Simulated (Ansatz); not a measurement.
MgO (wurtzite): G0W0 against its settings

MgO in the wurtzite structure, relaxed with r2SCAN; one-shot G0W0 in Ansatz without spin-orbit coupling. Spin-unpolarised throughout. Whether this structure exists isn't addressed.

```
CELL_PARAMETERS angstrom
3.28822 0.00000 0.00000
-1.64411 2.84768 0.00000
0.00000 0.00000 5.03437
ATOMIC_POSITIONS crystal
Mg 0.33333 0.66667 0.99016
Mg 0.66667 0.33333 0.49016
O 0.33333 0.66667 0.38484
O 0.66667 0.33333 0.88484
```

Gaps are read over the mesh points alone. G0W0 values are finite-basis, finite-mesh values.

| start | potentials | frequency model | mesh | empty bands | screening cutoff (eV) | Kohn-Sham gap (eV) | G0W0 gap (eV) |
| --- | --- | --- | --- | --- | --- | --- | --- |
| r2SCAN | PAW | contour deformation | 6×6×4 | 107 | 100 | 4.22 | 5.91 |
| r2SCAN | PAW | contour deformation | 6×6×4 | 258 | 180 | 4.22 | 6.17 |
| r2SCAN | PAW | contour deformation | 6×6×4 | 501 | 260 | 4.22 | 6.27 |
| HSE06 | PAW | contour deformation | 6×6×4 | 258 | 180 | 5.16 | 6.64 |
| PBE | PAW | contour deformation | 6×6×4 | 258 | 180 | 3.56 | 5.74 |
| PBE0 | PAW | contour deformation | 6×6×4 | 258 | 180 | 5.87 | 6.86 |
| r2SCAN | PAW | Godby-Needs pole | 6×6×4 | 258 | 180 | 4.22 | 6.12 |
| r2SCAN | PAW | contour deformation | 9×9×4 | 76 | 80 | 4.22 | 5.82 |
| r2SCAN | norm-conserving | contour deformation | 6×6×4 | 258 | 180 | 4.22 | 6.17 |

Over the mesh points the r2SCAN gap of 4.22 eV becomes a quasiparticle gap of 6.27 eV (direct at Γ), a change of +2.05 eV. Renormalisation factors Z lie between 0.77 and 0.86.

Raising bands and cutoff together moves the gap by +0.26 eV (100 to 180 eV), then +0.10 eV (180 to 260 eV); the last step is still large, so the basis limit isn't reached. Starting from HSE06 (5.16 eV against r2SCAN's 4.22 eV) gives 6.64 eV, +0.47 eV from G0W0@r2SCAN at the same screening cutoff. Starting from PBE (3.56 eV against r2SCAN's 4.22 eV) gives 5.74 eV, -0.43 eV from G0W0@r2SCAN at the same screening cutoff. Starting from PBE0 (5.87 eV against r2SCAN's 4.22 eV) gives 6.86 eV, +0.69 eV from G0W0@r2SCAN at the same screening cutoff. The Godby-Needs plasmon pole differs from contour deformation by -0.05 eV. Norm-conserving potentials (wave cutoff 1290 eV against 500 eV) shift the quasiparticle gap by 0.00 eV and the r2SCAN gap by 0.00 eV. r2SCAN runs take a wave cutoff of 500 eV.
